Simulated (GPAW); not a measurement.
Crystal: CdO (Monteponite).

```
CELL_PARAMETERS angstrom
0.00000 2.34950 2.34950
2.34950 0.00000 2.34950
2.34950 2.34950 0.00000
ATOMIC_POSITIONS crystal
Cd 0.00000 0.00000 0.00000
O 0.50000 0.50000 0.50000
```

| Property | Result |
| --- | --- |
| Program | GPAW 26.7.0 |
| Task | relaxation of cell and atoms |
| Functional | PBE |
| Potentials or basis | GPAW PAW data sets (gpaw-data 1.2.1) |
| Cutoff | 800 eV |
| Basis | pw |
| k mesh | 10 × 10 × 10 |
| Occupations | fermi-dirac, width 0.05 eV |
| Spin | no spin polarisation |

At the start: pressure 5.5 GPa; volume 12.97 Å³/atom.

Q: Where does the relaxation end?

A: Over 12 steps the energy falls by 9.1 meV/atom and the volume is 13.51 Å³/atom (+4.1 %); space group Fm-3m (No. 225, to 0.05 Å).

Step by step:
```csv
step,energy change (eV),largest force (eV/Å),pressure (GPa),volume (Å³)
1,0.0000,0.0000,5.55,25.94
2,-0.0056,0.0000,4.53,26.11
3,-0.0131,0.0000,2.76,26.44
4,-0.0178,0.0000,0.64,26.86
5,-0.0169,0.0000,-1.43,27.30
6,-0.0171,0.0000,-1.37,27.29
7,-0.0173,0.0000,-1.26,27.27
8,-0.0175,0.0000,-1.10,27.23
9,-0.0178,0.0000,-0.90,27.19
10,-0.0180,0.0000,-0.66,27.13
11,-0.0181,0.0000,-0.40,27.07
12,-0.0182,0.0000,-0.11,27.01
```

Final structure:
```cif
data_structure
_symmetry_space_group_name_H-M 'P 1'
_symmetry_Int_Tables_number 1
_cell_length_a 3.3679
_cell_length_b 3.3679
_cell_length_c 3.3679
_cell_angle_alpha 60.000
_cell_angle_beta 60.000
_cell_angle_gamma 60.000
_cell_volume 27.01
loop_
_atom_site_label
_atom_site_type_symbol
_atom_site_fract_x
_atom_site_fract_y
_atom_site_fract_z
_atom_site_occupancy
Cd1 Cd 0.00000 0.00000 0.00000 1
O1 O 0.50000 0.50000 0.50000 1
```

Caveat: later steps reuse the first step's grids.
